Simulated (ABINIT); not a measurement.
Write the native input for ABINIT 10.8.3 (patched build) that does the following.

```
Task                : single point
Functional          : PBE
Potentials or basis : JTH PAW PBE v2.0
Cutoff              : 707 eV
k mesh              : 10 × 10 × 10
Occupations         : fermi-dirac, width 0.05 eV
Spin                : no spin polarisation
Fine-grid cutoff    : 1306.15 eV
```

Crystal: CuO.

```
Cu O
1.0
     0.00000    2.32725    2.32725
     2.32725    0.00000    2.32725
     2.32725    2.32725    0.00000
Cu O
1 1
Direct
  0.00319 0.99960 0.00189
  0.24052 0.23968 0.27071
```

The cell comes from a database or a generator and needn't be the stable form of this composition.

The cell isn't the ideal one: atoms moved at random, drawn with an rms of 0.05 Å.

The input as run:

run.abi

```
pp_dirpath "./"
pseudos "Cu.GGA_PBE-JTH.xml, O.GGA_PBE-JTH.xml"

acell 6.2195277991 6.2195277991 6.2195277991
rprim
     0.0000000000     0.7071067812     0.7071067812
     0.7071067812     0.0000000000     0.7071067812
     0.7071067812     0.7071067812     0.0000000000
ntypat 2
znucl 29 8
natom 2
typat 1 2
xred
     0.0031940000    -0.0004050000     0.0018920000
     0.2405220000     0.2396770000     0.2707110000
chkprim 0
chksymtnons 0
tolsym 1.0e-6

ecut 26.0
pawecutdg 48.0
pawxcdev 0

kptopt 1
ngkpt 10 10 10
nshiftk 1
shiftk 0.0 0.0 0.0

ixc 11

nband 17
occopt 3
tsmear 0.00183747

nstep 100
tolvrs 1.0e-9

iomode 3
prtwf 0
prtden 0
prteig 0
prtebands 0
enunit 1
```

Potentials or basis: JTH PAW PBE v2.0.

Command:

```console
$ mpirun --bind-to none -np 4 abinit run.abi > log 2>&1
```

It gave:

The pressure is -9.6 GPa. The largest force is 0.157 eV/Å and the band gap on the k mesh is none (metal or under the smearing width). The valence electrons inside the program's atomic spheres are Cu 17.23; O 4.47.

Caveat: an odd number of electrons without spin polarisation forces a metal; a magnetic or distorted state may lie lower; the run has no spin polarisation, though such a crystal can be magnetic; semilocal functionals often make such compounds metallic where correlation or magnetic order opens a gap, which also shifts bond lengths.

Wall time 96 s on 4 MPI ranks on Arm Neoverse V1, on a shared host, peak memory 0.64 GiB a rank.
